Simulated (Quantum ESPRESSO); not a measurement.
# Ag in Quantum ESPRESSO: the effect of Hubbard term

Ag:

```xyz
1
Lattice="0.0000 2.0427 2.0427 2.0427 0.0000 2.0427 2.0427 2.0427 0.0000" Properties=species:S:1:pos:R:3 pbc="T T T"
Ag    0.0000    0.0000    0.0000
```

Alike in all runs:

```yaml
Program: Quantum ESPRESSO 7.5
Task: Hubbard U by linear response
Functional: PBE
Potentials_or_basis: PseudoDojo 0.4.1 SR PBE standard
Cutoff: 1116 eV
Density_cutoff: 4463 eV
k_mesh: 8 × 8 × 8
Occupations: cold, width 0.2 eV
Spin: no spin polarisation
Start_of_the_occupations: default
Hubbard_projectors: atomic
Mixing_beta: 0.3
Most_SCF_iterations: 120
SCF_threshold: 2e-10 Ry
q_mesh: 2 × 2 × 2
```

| Hubbard term | pressure (GPa) |
| --- | --- |
| Ag d U = 0.0001 eV | 5.0 |
| Ag d U = 2.0 eV | 5.8 |
| Ag d U = 4.0 eV | 6.6 |
| Ag d U = 6.0 eV | 7.2 |
| Ag d U = 8.0 eV | ? |

What does the run with Hubbard term Ag d U = 8.0 eV give?

Pressure 7.9 GPa.

Worked out: A straight line through the other rows of the pressure, of slope 0.37 GPa per eV, extrapolates to 8.0 GPa, against the run's 7.9.

Caveats: the computed U isn't converged in cell size; U without spin polarisation on a metal has little footing; the U is typed as a test and isn't derived for this compound.
